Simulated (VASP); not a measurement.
# InP (F-43m) in VASP: a series of runs

One crystal, InP, is run at these levels: HSE03, AM05, HSE06, PBE0; tasks: density of states, elastic constants, band structure.

All numbers are computed with VASP 6.6.1; they aren't measurements. Logs are shortened: lines on timing, memory, paths and dates and some standing lists are left out, and cuts for length are marked.

**Experimental background.**

A printed reference work, data compilation reports, for a bulk crystal of InP at 1.6 K: band gap 1.4236 eV (direct).

The results are compared with them further down.

## Step 1: Starting point

Symmetry: F-43m, No. 216, cubic system. The conventional cell has a = 5.861 Å, b = 5.861 Å, c = 5.861 Å, α = 90.00°, β = 90.00°, γ = 90.00°. Around In (site symmetry -43m) lie 4 P at 2.54 Å. P (site symmetry -43m) is surrounded by 4 In at 2.54 Å.

## Step 2: Density of states, HSE03 (volume scaled by 1.04)

POSCAR reads:

```
InP
1.0
    0.0000000000      2.9690636329      2.9690636329
    2.9690636329      0.0000000000      2.9690636329
    2.9690636329      2.9690636329      0.0000000000
In P
1 1
Direct
    0.0000000000      0.0000000000      0.0000000000
    0.7500000000      0.7500000000      0.7500000000
```

INCAR.step1 reads:

```
SYSTEM = InP
ALGO = Normal
EDIFF = 1E-5
ENCUT = 520
GGA = PE
ISIF = 2
ISMEAR = 2
LASPH = .TRUE.
LCHARG = .FALSE.
LREAL = .FALSE.
LWAVE = .TRUE.
NBANDS = 16
NELM = 60
PREC = Accurate
SIGMA = 0.1
```

INCAR.step2 reads:

```
SYSTEM = InP
ALGO = Normal
EDIFF = 1E-7
ENCUT = 520
GGA = PE
HFSCREEN = 0.3
ISIF = 2
ISMEAR = -5
ISTART = 1
LASPH = .TRUE.
LCHARG = .FALSE.
LHFCALC = .TRUE.
LORBIT = 11
LREAL = .FALSE.
LWAVE = .FALSE.
NBANDS = 16
NEDOS = 1001
NELM = 60
PREC = Accurate
PRECFOCK = Fast
SIGMA = 0.1
```

KPOINTS reads:

```
k-points
0
Monkhorst
  4 4 4
  0 0 0
```

Potentials or basis: VASP PAW PBE potentials, release 64 (In_d, P).

Command:

```console
$ cat potpaw_PBE.64/In_d/POTCAR potpaw_PBE.64/P/POTCAR > POTCAR
$ cp INCAR.step1 INCAR
$ mpirun -np 1 vasp_std > vasp.out
$ cp INCAR.step2 INCAR
$ mpirun -np 1 vasp_std > vasp.out
```

OUTCAR:

```text
SYSTEM = InP
   EDIFF = 1E-7
   ENCUT = 520
   GGA = PE
   HFSCREEN = 0.3
   ISIF = 2
   ISMEAR = -5
   ISTART = 1
   LASPH = .TRUE.
   LHFCALC = .TRUE.
   LORBIT = 11
   LREAL = .FALSE.
   NELM = 60
   PREC = Accurate
   PRECFOCK = Fast

 ion  position               nearest neighbor table
   1  0.000  0.000  0.000-   2 2.57   2 2.57   2 2.57   2 2.57
   2  0.750  0.750  0.750-   1 2.57   1 2.57   1 2.57   1 2.57

  LATTYP: Found a face centered cubic cell.
 ALAT       =     5.9381272658

  Lattice vectors:

 A1 = (   0.0000000000,   2.9690636329,   2.9690636329)
 A2 = (   2.9690636329,   0.0000000000,   2.9690636329)
 A3 = (   2.9690636329,   2.9690636329,   0.0000000000)

Analysis of symmetry for initial positions (statically):
=====================================================================
 Subroutine PRICEL returns:
 Original cell was already a primitive cell.

 Routine SETGRP: Setting up the symmetry group for a
 face centered cubic supercell.

 Subroutine GETGRP returns: Found 24 space group operations
 (whereof 24 operations were pure point group operations)
 out of a pool of 48 trial point group operations.

The static configuration has the point symmetry T_d .

Analysis of symmetry for dynamics (positions and initial velocities):
=====================================================================
 Subroutine PRICEL returns:
 Original cell was already a primitive cell.

 Routine SETGRP: Setting up the symmetry group for a
 face centered cubic supercell.

 Subroutine GETGRP returns: Found 24 space group operations
 (whereof 24 operations were pure point group operations)
 out of a pool of 48 trial point group operations.

The dynamic configuration has the point symmetry T_d .

 Subroutine INISYM returns: Found 24 space group operations
 (whereof 24 operations are pure point group operations),
 and found     1 'primitive' translations

----------------------------------------------------------------------------------------

                                     Primitive cell

  volume of cell :      52.3466

  direct lattice vectors                    reciprocal lattice vectors
     0.000000000  2.969063633  2.969063633    -0.168403262  0.168403262  0.168403262
     2.969063633  0.000000000  2.969063633     0.168403262 -0.168403262  0.168403262
     2.969063633  2.969063633  0.000000000     0.168403262  0.168403262 -0.168403262

  length of vectors
     4.198890057  4.198890057  4.198890057     0.291683005  0.291683005  0.291683005

  position of ions in fractional coordinates (direct lattice)
     0.000000000  0.000000000  0.000000000
     0.750000000  0.750000000  0.750000000

  ion indices of the primitive-cell ions
   primitive index   ion index
                 1           1
                 2           2

----------------------------------------------------------------------------------------

 KPOINTS: k-points

Automatic generation of k-mesh.
 Grid dimensions read from file:
 generate k-points for:    4    4    4

 Generating k-lattice:

  Cartesian coordinates                     Fractional coordinates (reciprocal lattice)
    -0.042100815  0.042100815  0.042100815     0.250000000  0.000000000  0.000000000
     0.042100815 -0.042100815  0.042100815     0.000000000  0.250000000  0.000000000
     0.042100815  0.042100815 -0.042100815     0.000000000  0.000000000  0.250000000

  Length of vectors
     0.072920751  0.072920751  0.072920751

  Shift w.r.t. Gamma in fractional coordinates (k-lattice)
     0.500000000  0.500000000  0.500000000

 TETIRR: Found    102 inequivalent tetrahedra from     1536

 Subroutine IBZKPT returns following result:
 ===========================================

 Found     10 irreducible k-points:

 Following reciprocal coordinates:
            Coordinates               Weight
  0.125000  0.125000  0.125000      8.000000
  0.375000  0.125000  0.125000     24.000000
 -0.375000  0.125000  0.125000     24.000000
 -0.125000  0.125000  0.125000     24.000000
  0.375000  0.375000  0.125000     24.000000
 -0.375000  0.375000  0.125000     48.000000
 -0.125000  0.375000  0.125000     48.000000
 -0.375000 -0.375000  0.125000     24.000000
  0.375000  0.375000  0.375000      8.000000
 -0.375000  0.375000  0.375000     24.000000
   k-points           NKPTS =     10   k-points in BZ     NKDIM =    256   number of bands    NBANDS=     16
   number of dos      NEDOS =   1001   number of ions     NIONS =      2
   total plane-waves  NPLWV =  32768
   dimension x,y,z NGX =    32 NGY =   32 NGZ =   32
   dimension x,y,z NGXF=    64 NGYF=   64 NGZF=   64
   ions per type =               1   1
   NGX,Y,Z   is equivalent  to a cutoff of  12.67, 12.67, 12.67 a.u.
   NGXF,Y,Z  is equivalent  to a cutoff of  25.34, 25.34, 25.34 a.u.
 SYSTEM =  InP
   PREC   = accura    normal or accurate (medium, high low for compatibility)
   ISTART =      1    job   : 0-new  1-cont  2-samecut
   ICHARG =      0    charge: 1-file 2-atom 10-const
   ISPIN  =      1    spin polarized calculation?
   LNONCOLLINEAR =      F non collinear calculations
   LSORBIT =      F    spin-orbit coupling
   LASPH  =      T    aspherical Exc in radial PAW
   ENCUT  =  520.0 eV  38.22 Ry    6.18 a.u.   7.81  7.81  7.81*2*pi/ulx,y,z
   NELM   =     60;   NELMIN=  2; NELMDL=  0     # of ELM steps
   EDIFF  = 0.1E-06   stopping-criterion for ELM
   LREAL  =      F    real-space projection
   EDIFFG = 0.1E-05   stopping-criterion for IOM
   NSW    =      0    number of steps for IOM
   IBRION =     -1    ionic relax: 0-MD 1-quasi-New 2-CG
   NFREE  =      0    steps in history (QN), initial steepest desc. (CG)
   ISIF   =      2    stress and relaxation
   ISYM   =      3    0-nonsym 1-usesym 2-fastsym
   POTIM  = 0.5000    time-step for ionic-motion
   TEBEG  =    0.0;   TEEND  =   0.0 temperature during run
   PSTRESS=    0.0 pullay stress
   NELECT =      18.0000    total number of electrons
   NUPDOWN=      -1.0000    fix difference up-down
   EMIN   =  10.00;   EMAX   =-10.00  energy-range for DOS
   EFERMI =   0.00;   METHOD = LEGACY
   ISMEAR =    -5;   SIGMA  =   0.10  broadening in eV -4-tet -1-fermi 0-gaus
   EFERMI_NEDOS =   21; number of points for ismear=-14 and -15
   IALGO  =     38    algorithm
   IMIX   =      1    mixing-type and parameters
     AMIX     =   0.40;   BMIX     =  1.00
     AMIX_MAG =   1.60;   BMIX_MAG =  1.00
  volume/ion in A,a.u.               =      26.17       176.63
  Fermi-wavevector in a.u.,A,eV,Ry     =   1.146928  2.167380 17.897701  1.315444
  Thomas-Fermi vector in A             =   2.283610
   LORBIT       =     11    0 simple, 1 ext, 2 COOP (PROOUT), +10 PAW based schemes
   GGA     = PE    functional components
   LHFCALC =     T    Hartree Fock is set to
   PRECFOCK=fast      Normal, Fast or Accurate (Low or Medium for compatibility)
   ENCUT4O =  -1.0   cutoff for four orbital integrals eV
   NKREDX  =     1    reduce k-point grid by
   NKREDY  =     1    reduce k-point grid by
   NKREDZ  =     1    reduce k-point grid by
   AEXX    =    0.2500 exact exchange contribution
   HFSCREEN=    0.3000 screening length (either q_TF or 0.3 A-1)
   HFSCREENC=   0.3000 screening length for correlation (either q_TF or 0.3 A-1)
   ENCUTFOCK=  -1.0 apply spherical cutoff to Coloumb kernel
   IVDW    =     0    specifies the selected vdW correction
   LEPSILON=     F    determine dielectric tensor
   LRPA    =     F    only Hartree local field effects (RPA)
 non-spin polarized calculation
 Fermi weights with tetrahedron method with Bloechl corrections
  energy-cutoff  :      520.00
  volume of cell :       52.35
 maximum number of plane-waves:      1419
  NGX = 18; NGY = 18; NGZ = 18

 number of electron      18.0000007 magnetization

 Free energy of the ion-electron system (eV)
  ---------------------------------------------------
  ext. energy  EPLUGINS =         0.00000000
  ---------------------------------------------------
  free energy    TOTEN  =        -9.68434267 eV

  energy without entropy =       -9.68434267  energy(sigma->0) =       -9.68434267

 E-fermi :   4.2585     XC(G=0):  -7.7342

 val. band max:        4.2561930097   @ k =   0.1250   0.1250   0.1250
 cond. band min:       6.5035344078   @ k =   0.1250   0.1250   0.1250
 fundamental gap:      2.2473413981
 Fermi energy:         4.2585324214

 k-point     1 :       0.1250    0.1250    0.1250
  band No.  band energies     occupation
      1     -11.2942      2.00000
      2     -11.2725      2.00000
      3     -11.2725      2.00000
      4     -11.1370      2.00000
      5     -11.1370      2.00000
      6      -7.7300      2.00000
[... 8 lines left out ...]
     15      13.9678      0.00000
     16      14.4171      0.00000

 k-point     2 :       0.3750    0.1250    0.1250
  band No.  band energies     occupation
      1     -11.3501      2.00000
      2     -11.2499      2.00000
      3     -11.2463      2.00000
      4     -11.1394      2.00000
      5     -11.1298      2.00000
      6      -6.8659      2.00000
[... 8 lines left out ...]
     15      14.8136      0.00000
     16      15.5290      0.00000

 k-point     3 :      -0.3750    0.1250    0.1250
  band No.  band energies     occupation
      1     -11.3807      2.00000
      2     -11.2399      2.00000
      3     -11.2345      2.00000
      4     -11.1348      2.00000
      5     -11.1245      2.00000
      6      -6.1144      2.00000
[... 8 lines left out ...]
     15      15.8018      0.00000
     16      15.9618      0.00000
[... 96 lines left out ...]
 k-point     9 :       0.3750    0.3750    0.3750
  band No.  band energies     occupation
      1     -11.3630      2.00000
      2     -11.2472      2.00000
      3     -11.2472      2.00000
      4     -11.1295      2.00000
      5     -11.1295      2.00000
      6      -6.5553      2.00000
[... 8 lines left out ...]
     15      14.7204      0.00000
     16      14.7204      0.00000

 k-point    10 :      -0.3750    0.3750    0.3750
  band No.  band energies     occupation
      1     -11.3922      2.00000
      2     -11.2296      2.00000
      3     -11.2176      2.00000
      4     -11.1424      2.00000
      5     -11.1287      2.00000
      6      -5.8278      2.00000
[... 8 lines left out ...]
     15      14.4116      0.00000
     16      17.1481      0.00000

------------------------ aborting loop because EDIFF is reached ----------------------------------------

  FORCE on cell =-STRESS in cart. coord.  units (eV):
  Direction    XX          YY          ZZ          XY          YZ          ZX
  --------------------------------------------------------------------------------------
  -------------------------------------------------------------------------------------
  Total       -0.3459638     -0.3459638     -0.3459638      0.0000000      0.0000000     -0.0000000
  in kB      -10.5889473    -10.5889473    -10.5889473      0.0000000      0.0000000     -0.0000000
  external PRESSURE =     -10.5889473 kB  Pullay stress =       0.0000000 kB

 VOLUME and BASIS-vectors are now :
 -----------------------------------------------------------------------------
  energy-cutoff  :      520.00
  volume of cell :       52.35
      direct lattice vectors                 reciprocal lattice vectors
     0.000000000  2.969063633  2.969063633    -0.168403262  0.168403262  0.168403262
     2.969063633  0.000000000  2.969063633     0.168403262 -0.168403262  0.168403262
     2.969063633  2.969063633  0.000000000     0.168403262  0.168403262 -0.168403262

 POSITION                                       TOTAL-FORCE (eV/Angst)
 -----------------------------------------------------------------------------------
      0.00000      0.00000      0.00000         0.000000      0.000000      0.000000
      4.45360      4.45360      4.45360        -0.000000     -0.000000     -0.000000
 -----------------------------------------------------------------------------------
    total drift:                                0.000000      0.000000      0.000000

  FREE ENERGIE OF THE ION-ELECTRON SYSTEM (eV)
  ---------------------------------------------------
  free  energy   TOTEN  =        -9.6843426717 eV

  energy  without entropy=       -9.6843426717  energy(sigma->0) =       -9.68434267

 total charge

# of ion       s       p       d       tot
------------------------------------------
    1        0.835   0.743   9.910  11.488
    2        1.027   1.490   0.000   2.517
--------------------------------------------------
tot          1.862   2.234   9.910  14.005
```

It took 14 min on 1 thread of AMD EPYC 9R14 (Zen 4), shared host; peak memory 0.26 GiB.

Results:

```
Free energy                                           : -9.6843 eV
Pressure                                              : -1.1 GPa
Valence electrons inside the program's atomic spheres : In 11.49; P 2.52
```

States per cell in windows of 1 eV (zero at the valence-band top; states under -8 eV left out):
| from (eV) | total | P2_p | In1_p | In1_s | In1_d | P2_s | P2_d |
| --- | --- | --- | --- | --- | --- | --- | --- |
| -8.0 | 0.00 | 0.00 | 0.00 | 0.00 | 0.00 | 0.00 | 0.00 |
| -7.0 | 0.00 | 0.00 | 0.00 | 0.00 | 0.00 | 0.00 | 0.00 |
| -6.0 | 1.17 | 0.17 | 0.03 | 0.42 | 0.01 | 0.04 | 0.00 |
| -5.0 | 0.50 | 0.08 | 0.02 | 0.14 | 0.01 | 0.03 | 0.00 |
| -4.0 | 0.21 | 0.04 | 0.01 | 0.05 | 0.01 | 0.02 | 0.00 |
| -3.0 | 1.52 | 0.38 | 0.23 | 0.04 | 0.02 | 0.02 | 0.00 |
| -2.0 | 1.82 | 0.54 | 0.27 | 0.02 | 0.04 | 0.01 | 0.00 |
| -1.0 | 0.75 | 0.25 | 0.09 | 0.00 | 0.03 | 0.00 | 0.00 |
| 0.0 | 0.02 | 0.01 | 0.00 | 0.00 | 0.00 | 0.00 | 0.00 |
| 1.0 | 0.00 | 0.00 | 0.00 | 0.00 | 0.00 | 0.00 | 0.00 |
| 2.0 | 0.29 | 0.03 | 0.02 | 0.05 | 0.01 | 0.03 | 0.00 |
| 3.0 | 1.82 | 0.19 | 0.15 | 0.29 | 0.05 | 0.11 | 0.00 |
| 4.0 | 0.75 | 0.09 | 0.09 | 0.07 | 0.02 | 0.02 | 0.00 |
| 5.0 | 1.54 | 0.17 | 0.24 | 0.08 | 0.05 | 0.02 | 0.00 |
| 6.0 | 1.65 | 0.16 | 0.32 | 0.02 | 0.06 | 0.02 | 0.00 |
| 7.0 | 1.18 | 0.17 | 0.18 | 0.02 | 0.05 | 0.02 | 0.00 |

Caveat: the k mesh is coarse (spacing up to 0.46 Å⁻¹), so the values aren't converged, least of all with exact exchange; the PAW data sets were made with another functional, which shifts forces and pressure a little.

(Continued in part 2 of 3.)
